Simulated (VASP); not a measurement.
**SiGe3: relaxation of cell and atoms with PBE**

The system is SiGe3.

```
Si Ge
1.0
     5.08945    0.00000    0.00000
    -2.54472    4.40759    0.00000
     0.00000    0.00000    6.22375
Si Ge
2 6
Direct
  0.00000 0.00000 0.00000
  0.00000 0.00000 0.50000
  0.50000 0.00000 0.65972
  0.00000 0.50000 0.65972
  0.50000 0.50000 0.65972
  0.00000 0.50000 0.34028
  0.50000 0.00000 0.34028
  0.50000 0.50000 0.34028
```

The cell was built by a generator and needn't be a form met in nature.

```json
{
  "Program": "VASP 6.6.1",
  "Task": "relaxation of cell and atoms",
  "Functional": "PBE",
  "Potentials or basis": "VASP PAW PBE potentials, release 64 (Si, Ge_d)",
  "Cutoff": "520 eV",
  "k mesh": "4 × 4 × 3",
  "Occupations": "gaussian, width 0.15 eV",
  "Spin": "no spin polarisation",
  "Further INCAR settings": "PREC = Normal; ALGO = Fast; EDIFF = 0.0001; IBRION = 2; EDIFFG = -0.08; NSW = 24; ISIF = 3"
}
```

The relaxed volume is 18.36 Å³/atom. The relaxed cell is a = 5.659 Å, b = 5.659 Å, c = 5.295 Å, α = 90.00°, β = 90.00°, γ = 120.00° and the space group after relaxing (to 0.05 Å) is P6/mmm (No. 191). The energy gained by relaxing is 1265.5 meV/atom. The ionic steps are 23. The pressure after relaxing is 0.3 GPa. The largest force after relaxing is 0.035 eV/Å and the band gap on the k mesh is none (metal or under the smearing width).

Forces on the atoms (eV/Å):
```
Si   0.000  0.000  0.000
Si   0.000  0.000  0.000
Ge   0.000  0.000 -0.035
Ge   0.000  0.000 -0.035
Ge   0.000  0.000 -0.035
Ge   0.000  0.000  0.035
Ge   0.000  0.000  0.035
Ge   0.000  0.000  0.035
```

Stress tensor (GPa, compression positive):
```
0.32 0.00 0.00
0.00 0.32 0.00
0.00 0.00 0.16
```

Step by step:
| step | energy change (eV) | largest force (eV/Å) | pressure (GPa) | volume (Å³) |
| --- | --- | --- | --- | --- |
| 1 | 0.0000 | 10.9167 | 40.38 | 139.61 |
| 2 | 11.2767 | 0.0075 | -9.10 | 246.45 |
| 3 | -4.5815 | 0.0237 | -8.42 | 232.33 |
| 4 | -5.7291 | 0.0040 | -8.08 | 221.42 |
| 5 | -7.7895 | 0.1941 | -2.57 | 177.65 |
| 6 | -7.8765 | 0.9462 | 3.43 | 161.78 |
| 7 | -8.0730 | 0.3488 | -1.14 | 172.37 |
| 8 | -8.0742 | 0.4432 | -0.21 | 170.34 |
| 9 | -8.0758 | 0.3882 | -0.44 | 170.99 |
| 10 | -8.2889 | 0.3593 | -1.61 | 170.15 |
| 11 | -8.7367 | 0.3408 | -1.88 | 166.65 |
| 12 | -8.8610 | 2.1319 | -0.31 | 154.97 |
| 13 | -8.9951 | 0.7815 | -2.29 | 164.08 |
| 14 | -9.3000 | 1.4378 | -2.78 | 159.96 |
| 15 | -9.4219 | 1.3932 | -3.45 | 158.49 |
| 16 | -9.5975 | 1.1816 | -1.18 | 154.01 |
| 17 | -9.8521 | 0.7138 | -1.93 | 152.15 |
| 18 | -10.0614 | 0.0973 | -1.12 | 149.28 |
| 19 | -10.0900 | 0.1674 | -2.19 | 147.95 |
| 20 | -10.0860 | 0.3178 | -1.11 | 147.07 |
| 21 | -10.0899 | 0.2125 | -0.68 | 147.46 |
| 22 | -10.1158 | 0.1176 | -0.14 | 147.14 |
| 23 | -10.1242 | 0.0354 | 0.27 | 146.86 |

Final structure:
```cif
data_structure
_symmetry_space_group_name_H-M 'P 1'
_symmetry_Int_Tables_number 1
_cell_length_a 5.6593
_cell_length_b 5.6593
_cell_length_c 5.2949
_cell_angle_alpha 90.000
_cell_angle_beta 90.000
_cell_angle_gamma 120.000
_cell_volume 146.86
loop_
_atom_site_label
_atom_site_type_symbol
_atom_site_fract_x
_atom_site_fract_y
_atom_site_fract_z
_atom_site_occupancy
Si1 Si 0.00000 0.00000 0.00000 1
Si2 Si 0.00000 0.00000 0.50000 1
Ge1 Ge 0.50000 0.00000 0.75107 1
Ge2 Ge 0.00000 0.50000 0.75107 1
Ge3 Ge 0.50000 0.50000 0.75107 1
Ge4 Ge 0.00000 0.50000 0.24893 1
Ge5 Ge 0.50000 0.00000 0.24893 1
Ge6 Ge 0.50000 0.50000 0.24893 1
```

Levels at points of the mesh, in eV from the Fermi level:
```
           k point  band 43  band 44  band 45  band 46  band 47  band 48  band 49  band 50
(0.00, 0.00, 0.00)    -2.33    -2.12    -2.06    -2.06    -1.01    -1.01     0.45     0.45
(0.50, 0.00, 0.00)    -2.61    -2.38    -0.92    -0.85     0.88     0.91     1.00     2.31
```

Run time: 18 min on 1 thread of Intel(R) Xeon(R) Platinum 8375C CPU @ 2.90GHz (Ice Lake) (shared host), peak memory 0.21 GiB.

Caveat: the relaxation stopped at a loose force limit of 0.08 eV/Å, so its end isn't a converged minimum.
